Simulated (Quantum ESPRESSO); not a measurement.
Crystal: BN.

```
N B
1.0
     2.55394    0.00000    0.00000
    -1.27697    2.21178    0.00000
     0.00000    0.00000    4.22685
N B
2 2
Direct
  0.33333 0.66667 0.12528
  0.66667 0.33333 0.62528
  0.33333 0.66667 0.49972
  0.66667 0.33333 0.99972
```

Measurements of this composition are mostly on another form, of space group No. 194.

```yaml
Program: Quantum ESPRESSO 7.5
Task: single point
Functional: PBE
Potentials_or_basis: SSSP 1.3 efficiency PBE
Cutoff: 816 eV
Density_cutoff: 6531 eV
k_mesh: 12 × 12 × 6
Occupations: fermi-dirac, width 0.05 eV
Spin: no spin polarisation
```

On this cell: pressure -1.4 GPa; largest force 0.020 eV/Å; band gap on the k mesh 5.22 eV, indirect (least direct gap 8.25 eV).

The same run follows on a disturbed copy (atoms moved at random, drawn with an rms of 0.05 Å):

```
N B
1.0
     2.55394    0.00000    0.00000
    -1.27697    2.21178    0.00000
     0.00000    0.00000    4.22685
N B
2 2
Direct
  0.33349 0.65369 0.12233
  0.66826 0.32131 0.62147
  0.32327 0.67179 0.48849
  0.69674 0.34690 0.99522
```

Task: What does the disturbed cell give?

Result: The energy moves by +31.2 meV/atom; pressure -0.1 GPa; largest force 1.801 eV/Å; band gap on the k mesh 4.49 eV, indirect (least direct gap 7.39 eV).

Forces in eV/Å, atoms in the order of the input:
```
N    0.722  1.230 -0.353
N   -0.588  0.916 -0.353
B    1.036 -0.818  1.038
B   -1.170 -1.328 -0.333
```

Stress tensor (GPa, compression positive):
```
 0.82  0.93  0.76
 0.93  0.06  1.10
 0.76  1.10 -1.10
```

A k mesh can miss the band edges.
